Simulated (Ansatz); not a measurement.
# BaS (Fm-3m): converging a phonon calculation

How do the frequencies of BaS (Fm-3m) move with q mesh, k mesh and cutoff?

Main program and level: Ansatz 0.2.0; DFT LDA, scalar-relativistic, plane waves, PAW; PAW set soft_1.

### 1. The starting structure

Symmetry: Fm-3m, No. 225, cubic system. Conventional cell: a = 6.272 Å, b = 6.272 Å, c = 6.272 Å, α = 90.00°, β = 90.00°, γ = 90.00°. Nearest to Ba lie 6 S at 3.14 Å. Nearest to S lie 6 Ba at 3.14 Å. Farther neighbours and most contacts between anions are not listed.

### 2. Relaxing to small forces for the phonons

Phonons need a cell at rest on their own settings, so the relaxation is repeated with tight tolerances on forces and stress on the k mesh and occupations of the first response run.

input.yaml reads:

```yaml
crystal:
  lattice:
    - [0.0, 3.1357693422, 3.1357693422]
    - [3.1357693422, 0.0, 3.1357693422]
    - [3.1357693422, 3.1357693422, 0.0]
  atoms:
    - { symbol: Ba, position: [0.0, 0.0, 0.0] }
    - { symbol: S, position: [0.5, 0.5, 0.5] }
kpoints:
  mp_grid: { grid: [8, 8, 8] }
hamiltonian:
  xc: lda
  pseudopotentials: { kind: paw, azcp: { folder: soft_1 }, xc_functional: pbe }
scf:
  occupations: { method: fixed }
output:
  forces: true
  stress: true
  eigenvalues: true
  write_density: true
  write_potential: true
  elf: true
  volumetric_format: npy
relax:
  adjacent_minimum: "off"
  f_tol: 0.001
  max_steps: 60
  cell: { stress_tol: 0.01 }
```

The run is started by

```console
$ ansatz run input.yaml --threads 4 --pin off --max-ram 10240MiB --backend cpu --events-out ev --progress --plain --runs-dir out
```

Numbers of over 12 decimals in the logs are rounded to 6 here.

The program printed:

```text
Engine: ansatz 0.2.0, x86_64-unknown-linux-gnu
Pseudopotentials: kind: paw
Pseudopotential: Ba, paw, valence charge 10, recommended cutoff 420 eV (normal), soft_1/Ba.paw.azcp
Pseudopotential: S, paw, valence charge 6, recommended cutoff 420 eV (normal), soft_1/S.paw.azcp
Functional definition: SPW92
  exchange = slater_x
  correlation = pw_c
Crystal: 2 atoms, lattice volume = 61.668 Å³
[...]
--- Relaxed structure (1 steps of the walk, 1 accepted, 1 SCFs on fresh bases) ---
  F+E_penalty+E_count = -6653.58039912 eV   max|allowed force component| = 2.827e-30 eV/Å   (the final SCF, on the basis selected at the relaxed cell)
  cell:  # Å, volume = 61.6683 Å³
    - [0.0, 3.1357693422, 3.1357693422]
    - [3.1357693422, 0.0, 3.1357693422]
    - [3.1357693422, 3.1357693422, 0.0]
  atoms:
    - { symbol: Ba, position: [0.0, 0.0, 0.0] }
    - { symbol: S, position: [0.5, 0.5, 0.5] }
[key lines of the parts left out:]
SCF converged after 6 iterations
Free energy (F): -6653.580399 eV
Fermi energy:    6.083156 eV
P = ⅓ Tr σ = 0.0008 GPa (0.008 kbar)
```

Run time: 0.92 s. Hardware: 4 threads of Intel Xeon Platinum 8488C (Sapphire Rapids), shared host; peak memory 0.39 GiB.

Little changed from the start: no atom moved by 0.005 Å and no cell edge by 0.1 %.

This step gave:

| Property | Result |
| --- | --- |
| pressure | 8.33e-4 GPa |
| gap on the k-mesh | 1.915 eV |
| volume per atom | 30.83 Å³ |
| direct gap on mesh | 1.985 eV |

Electrostatic potential energy in the ac plane of the conventional cell at fractional y = 0.000, with atoms of Ba and S within 0.2 Å of it. With pseudopotentials it is smooth inside the atoms' cores, unlike the true potential.

Values in eV, 9 rows by 16 columns, each cell a mean:
```
-47 -37 -12   4   9   7 -10 -28 -29 -21   2   9   7  -4 -27 -45
 -6  -1   4   8  10  10   9   5   4   7  10  10   9   6   1  -5
  7   8  10  10   9   8   5   2   1   4   7   9  10  10   9   8
-22 -11   5   9   7  -1 -19 -36 -39 -28  -7   5   9   8  -3 -20
-28 -31  -2   8   6  -7 -36 -52 -53 -46 -19   2   8   5 -20 -32
-13  -3   7  10   8   2 -11 -25 -28 -18  -3   6   9   9   2 -10
  7   8   9  10  10   9   7   6   5   6   8   9  10  10   9   7
-16  -8   2   7  10  10   7   0  -2   4   9  10   9   4  -4 -14
-52 -43 -16   3   8   6 -16 -31 -29 -27  -1   8   6  -6 -33 -50
```
Columns run along a (6.3 Å; values clipped at the 3rd and 97th percentile), rows up along c (6.3 Å), edges of the conventional cell, whose origin can differ from the input's. Atoms in or near the plane, at fractional coordinates: Ba at (0.00, 0.00), Ba at (0.50, 0.50), S at (0.50, 0.00), S at (0.00, 0.50).

ELF in the ac plane of the conventional cell at fractional y = 0.000, with atoms of Ba and S within 0.2 Å of it. It is the smooth field of the valence electrons, not physical close to the nuclei.

Ten even steps from '_' (0.03) to '@' (0.85), each cell a mean:
```
..**@@++::##@@**::==@@@@==::%%%%::
%%@@%%--..**@@@@%%@@@@%%--..**@@%%
%%##++....==%%@@@@@@%%**::__--**%%
--::..____..--======--::______..::
==----..______::::::..______::--==
@@@@##==__..==##%%%%**::__::**%%@@
%%@@@@**..--%%@@%%%%@@**..--%%@@@@
::##@@##::++@@**..--%%%%::==@@@@==
__**@@##::**@@==__..%%%%::==@@%%::
++%%@@**..++@@%%==**@@##::==@@@@**
@@@@@@++..::##@@@@@@%%==__--%%@@@@
####++--____::++**++--..__..==**##
::....______....::::..______....::
++==::____--++**####**==..__..--++
@@@@##::..++@@@@@@@@@@##--..++%%@@
==%%@@==..##@@%%**##@@@@--::##@@**
__==@@++::##@@++__::%%@@==--%%%%..
```
Columns run along a (6.3 Å), rows up along c (6.3 Å), edges of the conventional cell, whose origin can differ from the input's. Atoms in or near the plane, at fractional coordinates: Ba at (0.00, 0.00), Ba at (0.50, 0.50), S at (0.50, 0.00), S at (0.00, 0.50).

Valence density in the ac plane of the conventional cell at fractional y = 0.000, with atoms of Ba and S within 0.2 Å of it. It is the smooth field of the valence electrons, not physical close to the nuclei.

Ten even steps from '_' (0.0 e/Å³) to '@' (1.3 e/Å³), each cell a mean:
```
++@@%%::..::++%%++**##--....++@@##
@@@@++..__..--**%%##++::____--##@@
++==..______..--==--::______..--++
....__________......____________..
....__________......____________..
--::..______..==++==::________::--
##**--..__..++@@@@@@##::____::++##
++%%++::..::%%@@++##@@==....--##**
::##**::..--%%%%==++@@++....==%%++
####==..__::##@@%%@@@@==....--**%%
**==::______--##%%%%++..____..--++
::..__________::--::..________..::
..______________....____________..
::::__________..::::..________..::
%%**--______::==**++--..____..++%%
%%@@**::__..==####%%**::....==@@@@
==%%%%::..::**##::++##--....++@@++
```
Columns run along a (6.3 Å), rows up along c (6.3 Å), edges of the conventional cell, whose origin can differ from the input's. Atoms in or near the plane, at fractional coordinates: Ba at (0.00, 0.00), Ba at (0.50, 0.50), S at (0.50, 0.00), S at (0.00, 0.50).

The forces vanish by symmetry and the pressure is 0.001 GPa, within the tolerances set. The cell now holds 30.83 Å³/atom.

### 3. Phonons on a q mesh

Stability and thermal properties need the whole zone. Linear response on a 4×4×4 q mesh gives force constants as far as a supercell of that size would, and the tensors from the zone-centre run are typed in so that the long-range dipole term is interpolated apart.

input.yaml, the sections that differ from step 2:

```yaml
output:
  eigenvalues: true
phonons:
  method: dfpt
  qmesh: [4, 4, 4]
  temperatures: { t_max: 1000, t_step: 50 }
  qpath:
    path:
      - [[0.0, 0.0, 0.0], [0.5, 0.0, 0.5], [0.625, 0.25, 0.625]]
      - [[0.375, 0.375, 0.75], [0.0, 0.0, 0.0], [0.5, 0.5, 0.5], [0.5, 0.25, 0.75], [0.5, 0.0, 0.5]]
    npoints: 10
  non_analytic_term:
    high_frequency_dielectric_tensor: [[5.1302, 0.0, 0.0], [0.0, 5.1302, 0.0], [0.0, 0.0, 5.1302]]
    born_effective_charges:
      - { species: Ba, tensor: [[2.6306, 0.0, 0.0], [0.0, 2.6306, 0.0], [0.0, 0.0, 2.6306]] }
      - { species: S, tensor: [[-2.6306, 0.0, 0.0], [0.0, -2.6306, 0.0], [0.0, 0.0, -2.6306]] }
    source: "zone-centre run at this cell"
# crystal, kpoints, hamiltonian, scf: as in step 2
# relax: removed
```

The program printed:

```text
[...]
Crystal: 2 atoms, lattice volume = 61.668 Å³
Basis set: ecut = 420 eV, 1243 PW (Γ), exchange–correlation on 60×60×60 points (8 copies of the dense FFT grid, shifted against one another)
Bands: 12, of which v1, the nominal top of the filled ones, is band 8 counted from 1 (7 counted from 0)
Symmetry: 48 space group operations
k-points: 29 of 512
[...]
SCF iter   1: F=—  HF=-6653.776245 eV  |F-HF|=—  |Δ(HF+E_count)|=         —  Δρ=2.24e-2  dr2=5.44e-1  ethr=3.10e-3  ⟨swp⟩=5.5  Hψ=2052  notcnv=0  defer=37
[...]
SCF iter   9: F=-6653.580400 eV  HF=-6653.580400 eV  |F-HF|=0.00e0  |Δ(HF+E_count)|=  1.36e-11  Δρ=1.44e-8  dr2=1.16e-13  ethr=1.00e-12  ⟨swp⟩=9.2  Hψ=2615  notcnv=0
SCF 1 converged in 9 iterations: F = -6653.580400 eV  dr2 = 1.16e-13
[...]
NSCF: frozen V_eff on 29 k-points
[...]
DFPT response loops at q = (0, 0, 0) (fractional): preconditioner auto → none (the input reference at scf.mixing.eps_inf says where Resta's filter doesn't serve); β = 0.50; Broyden in place of MSR1
[...]
SCF converged after 9 iterations
Free energy (F): -6653.580400 eV
[...]
Internal energy: -6653.580400 eV  (E = F + TS)
E sigma→0 (E₀):  -6653.580400 eV
Fermi energy:    6.083156 eV
[...]
--- Band table (eV; the first three rows and the last of 29) ---
  k-point 0: bands = [... 4 lower, -4.2567, 6.0832, 6.0832, 6.0832, 9.7506, 9.9016, 9.9016, 9.9016]
  k-point 1: bands = [... 4 lower, -3.7925, 5.6475, 5.8625, 5.8625, 9.8745, 10.1384, 10.1384, 10.3815]
  k-point 2: bands = [... 4 lower, -3.2432, 4.8651, 5.4270, 5.4270, 10.0640, 10.8053, 10.8053, 11.6474]
  k-point 28: bands = [... 4 lower, -3.4276, 4.9102, 5.6828, 5.6828, 10.2578, 10.2578, 12.6337, 13.1119]
--- Phonons (Γ-DFPT): 2 representative perturbations + reference (Σ response iterations 6) ---
  ASR residual: 1.701e-5 → 0.000e0 eV/Å²; symmetrization residual: 3.464e-6 eV/Å²
  ASR residual per site (eV/Å²): 1.70e-5 9.39e-6
  Γ frequencies (cm⁻¹): 0.00 0.00 0.00 151.42 151.42 151.42
--- Phonons (arbitrary-q DFPT): 8 irreducible q on the 4×4×4 mesh ---
  q = [0.0000, 0.0000, 0.0000] (star 1, of the zone-centre solve; hermiticity 3.16e-6, symmetrization 1.28e-12): -0.00 -0.00 0.00 151.42 151.42 151.42
  q = [0.0000, 0.0000, 0.2500] (star 8, 2 solved perturbations on 288 of 512 k-point pairs; hermiticity 1.27e-6, symmetrization 9.95e-14): 57.35 57.35 88.98 163.49 163.49 244.49
[...]
q = [0.0000, 0.2500, 0.2500] (star 6, 4 solved perturbations in 528 linear systems a pass and spin channel, the states on 164 of 512 k-point pairs; hermiticity 4.04e-7, symmetrization 4.61e-14): 45.40 45.40 103.57 159.76 159.76 221.20
[...]
sum rule: each row above includes the acoustic sum rule's correction from the zone centre's row sums; it moved no ω² by more than (0.28 cm⁻¹)²
  mesh force constants: q→R imaginary residual 3.17e-18; ASR residual 1.701e-5 → 0.000e0 eV/Å²; symmetrization residual 5.329e-15 eV/Å²
  interpolated dispersion: 63 rows × 6 modes
  density of states and harmonic sums: on the 20×20×20 q-mesh, interpolated from the force constants of a 4×4×4 supercell (with the dipole–dipole term of supplied tensors)
  largest difference from the sums on the solved wave vectors: F 1.27e-2 eV, S 1.67e-5 and C_V 4.00e-6 eV/K
  zero-point energy: 0.049642 eV/cell   skipped modes (ω ≤ 0): 3   left out of the sums: 6.25e-5 of the cell's modes: C_V's classical limit lies that fraction below 3 k_B per atom; for a crystal, a wire or a layer, F and S can be off by more, and a phonons.interpolated_qmesh denser along its periods is the remedy for the sampling
```

Wall time 62 s (4 threads); peak memory 1.1 GiB; 3.8 min of CPU time.

Numbers from this step:

| Quantity | Value |
| --- | --- |
| sum-rule residual before enforcement | 1.70e-5 eV/Å² |
| lowest frequency on the path | 0 cm⁻¹ |
| point group | m-3m |
| highest frequency on the path or at a solved wavevector | 253.6 cm⁻¹ |
| mean frequency | 133.5 cm⁻¹ |
| Debye temperature (second moment) | 268 K |
| logarithmic mean frequency | 120.9 cm⁻¹ |
| highest optical mode at the zone centre (no LO-TO term) | 151.4 cm⁻¹ |
| lowest optical zone-centre mode | 151.4 cm⁻¹ |
| lowest mode on the q mesh (acoustic modes at Γ apart) | 45.4 cm⁻¹ |
| zero-point energy per atom | 24.82 meV |
| heat capacity at 300 K | 23.98 J/(mol atoms K) |
| vibrational entropy at 300 K | 39.03 J/(mol atoms K) |
| edges of the widest gap between branches, on path and mesh | 137.1, 151.4 cm⁻¹ |

Frequencies (cm⁻¹) solved at each irreducible wavevector; negative means imaginary. Frequencies by wavevector, by row:

```csv
q in reciprocal lattice units,star,mode 1,mode 2,mode 3,mode 4,mode 5,mode 6
0 0 0,1,0,0,0,151.4,151.4,151.4
0 0 0.25,8,57.4,57.4,89,163.5,163.5,244.5
0 0 -0.5,4,77.8,77.8,137.1,173.5,173.5,228.1
0 0.25 0.25,6,45.4,45.4,103.6,159.8,159.8,221.2
0 0.25 -0.5,24,72.6,85.9,112.6,166.6,173.3,205
0 0.25 -0.25,12,70.9,78,118,169.9,170.8,219.9
0 -0.5 -0.5,3,62.9,62.9,105.5,160.3,160.3,177.9
0.25 -0.5 -0.25,6,88.3,88.3,97.7,172.8,172.8,186.9
```

Interpolated from a 4×4×4 q mesh, with the LO-TO term (at Γ the limit along the path; where Γ stands inside the path, tables give the limit on arrival). Phonon branches along the path, in cm⁻¹:

```csv
point,branch 1,branch 2,branch 3,branch 4,branch 5,branch 6
Γ,0,0,0,151,151,254
halfway,45,45,104,160,160,221
X,63,63,105,160,160,178
halfway,68,76,103,162,170,178
U,76,96,99,165,176,190
jump to K,76,96,99,165,176,190
halfway,55,69,103,166,167,233
Γ,0,0,0,151,151,254
halfway,57,57,89,164,164,244
L,78,78,137,174,174,228
halfway,80,85,121,171,173,212
W,88,88,98,173,173,187
halfway,72,83,101,166,174,177
X,63,63,105,160,160,178
```

The phonon branches as a text plot (rows in cm⁻¹):

```
    248 |****                     ***********
    238 |    **                 **           ***
    227 |                      *                *****
    217 |      *             **                      **
    206 |       *          **                          *
    195 |        *        *                             *
    185 |         ***    *                               ****
    174 |            ***********              *******************
    164 |    ***************   *****       ***              *****
    153 |****                     *********
    143 |
    132 |                                      ******
    122 |                   ***               *      **
    111 |       *****      *   *                       **
    100 |      *     ******     *            *           ********
     90 |    **         ** *     *          *         ********
     79 |              * *******               **********   ***
     69 |   *         ***    **** **       * **               ***
     58 |        *****          **        * *                   *
     48 |  *   **                ****      *
     37 |    **                   ***    **
     26 | ***                       **   *
     16 | *                          *  *
      5 |*                            **
         Γ           X  U|K            Γ         L        W     X
```

Symmetry leaves 8 wavevectors to solve. The lowest mode among them, the acoustic zeros apart, lies at q = (0, 0.25, 0.25) and is real, 45.4 cm⁻¹.

### 4. Another q mesh, q mesh 2×2×2

The q mesh is changed to 2×2×2, to see how far the force constants must reach.

input.yaml: that of step 3 with these lines changed.

```diff
@@ -19,3 +19,3 @@
   method: dfpt
-  qmesh: [4, 4, 4]
+  qmesh: [2, 2, 2]
   temperatures: { t_max: 1000, t_step: 50 }
```

The program printed:

```text
[...]
Crystal: 2 atoms, lattice volume = 61.668 Å³
Basis set: ecut = 420 eV, 1243 PW (Γ), exchange–correlation on 60×60×60 points (8 copies of the dense FFT grid, shifted against one another)
Bands: 12, of which v1, the nominal top of the filled ones, is band 8 counted from 1 (7 counted from 0)
Symmetry: 48 space group operations
k-points: 29 of 512
[...]
SCF iter   1: F=—  HF=-6653.776245 eV  |F-HF|=—  |Δ(HF+E_count)|=         —  Δρ=2.24e-2  dr2=5.44e-1  ethr=3.10e-3  ⟨swp⟩=5.5  Hψ=2052  notcnv=0  defer=37
[...]
SCF iter   9: F=-6653.580400 eV  HF=-6653.580400 eV  |F-HF|=0.00e0  |Δ(HF+E_count)|=  1.36e-11  Δρ=1.44e-8  dr2=1.16e-13  ethr=1.00e-12  ⟨swp⟩=9.2  Hψ=2615  notcnv=0
SCF 1 converged in 9 iterations: F = -6653.580400 eV  dr2 = 1.16e-13
[...]
SCF converged after 9 iterations
Free energy (F): -6653.580400 eV
[...]
Internal energy: -6653.580400 eV  (E = F + TS)
E sigma→0 (E₀):  -6653.580400 eV
Fermi energy:    6.083156 eV
[...]
--- Band table (eV; the first three rows and the last of 29) ---
  k-point 0: bands = [... 4 lower, -4.2567, 6.0832, 6.0832, 6.0832, 9.7506, 9.9016, 9.9016, 9.9016]
  k-point 1: bands = [... 4 lower, -3.7925, 5.6475, 5.8625, 5.8625, 9.8745, 10.1384, 10.1384, 10.3815]
  k-point 2: bands = [... 4 lower, -3.2432, 4.8651, 5.4270, 5.4270, 10.0640, 10.8053, 10.8053, 11.6474]
  k-point 28: bands = [... 4 lower, -3.4276, 4.9102, 5.6828, 5.6828, 10.2578, 10.2578, 12.6337, 13.1119]
[...]
ASR residual: 1.701e-5 → 0.000e0 eV/Å²; symmetrization residual: 3.464e-6 eV/Å²
  ASR residual per site (eV/Å²): 1.70e-5 9.39e-6
  Γ frequencies (cm⁻¹): 0.00 0.00 0.00 151.42 151.42 151.42
--- Phonons (arbitrary-q DFPT): 3 irreducible q on the 2×2×2 mesh ---
[...]
interpolated dispersion: 63 rows × 6 modes
[...]
```

It took 9.8 s on 4 threads; peak memory 0.66 GiB; 35 s of CPU time.

This step gave:

| Quantity | Value |
| --- | --- |
| mean frequency | 133.2 cm⁻¹ |
| Debye temperature (second moment) | 267 K |
| logarithmic mean frequency | 121.4 cm⁻¹ |
| lowest mode on the q mesh (acoustic modes at Γ apart) | 62.91 cm⁻¹ |
| zero-point energy per atom | 24.77 meV |
| heat capacity at 300 K | 23.99 J/(mol atoms K) |
| vibrational entropy at 300 K | 38.91 J/(mol atoms K) |

Frequencies (cm⁻¹) solved at each irreducible wavevector; negative means imaginary. Frequencies by wavevector, by row:

```csv
q in reciprocal lattice units,star,mode 1,mode 2,mode 3,mode 4,mode 5,mode 6
0 0 0,1,0,0,0,151.4,151.4,151.4
0 0 -0.5,4,77.8,77.8,137.1,173.5,173.5,228.1
0 -0.5 -0.5,3,62.9,62.9,105.5,160.3,160.3,177.9
```

Interpolated from a 2×2×2 q mesh, rough between the solved points, with the LO-TO term (at Γ the limit along the path; where Γ stands inside the path, tables give the limit on arrival). Phonon branches along the path, in cm⁻¹:

```csv
point,branch 1,branch 2,branch 3,branch 4,branch 5,branch 6
Γ,0,0,0,151,151,254
halfway,55,55,99,166,166,220
X,63,63,105,160,160,178
halfway,65,76,104,161,165,179
U,70,98,99,163,177,181
jump to K,70,98,99,163,177,181
halfway,66,67,102,159,174,231
Γ,0,0,0,151,151,254
halfway,59,59,91,162,162,243
L,78,78,137,174,174,228
halfway,77,86,122,168,176,205
W,90,90,92,166,177,177
halfway,73,79,102,163,167,179
X,63,63,105,160,160,178
```

The phonon branches as a text plot (rows in cm⁻¹):

```
    248 |***                      ***********
    238 |   *                    *           **
    227 |    **                 *              *****
    217 |      *               *                    **
    206 |       *            **                       *
    195 |        *          *                          *
    185 |         **    *******                         *
    174 |           *******    **              ******************
    164 |   ************************        ***       ***********
    153 |***                     ***********
    143 |
    132 |                                      *******
    122 |                   ***               *       *
    111 |       *****      *   *             *         **
    100 |      *     ******     *                        *  *****
     90 |    **         ** **    *          *         *******
     79 |              *    ****           *   **********   ***
     69 |   *         ******   ** **         **               ***
     58 |      ********          *        * *                   *
     48 |  * **                   ***      *
     37 |   *                       *    **
     26 | **                        **   *
     16 | *                          *  *
      5 |*                            **
         Γ           X  U|K            Γ         L        W     X
```

The mean frequency is 133.2 cm⁻¹, -0.3 cm⁻¹ against the base run.

On this path the spectrum ends at 254 cm⁻¹ (at Γ). No branch goes imaginary on this path.

[end of part 1 of 4]

[Logs are printed without paths, hosts, clocks, repeated set-up lines and the standing remarks that a program may print on its own settings, such as how far it seeks lower states.]

[Hosts, paths, dates, database ids (printed as entryN), source tags and the programs' standing remarks are cut or masked in the printed files.]
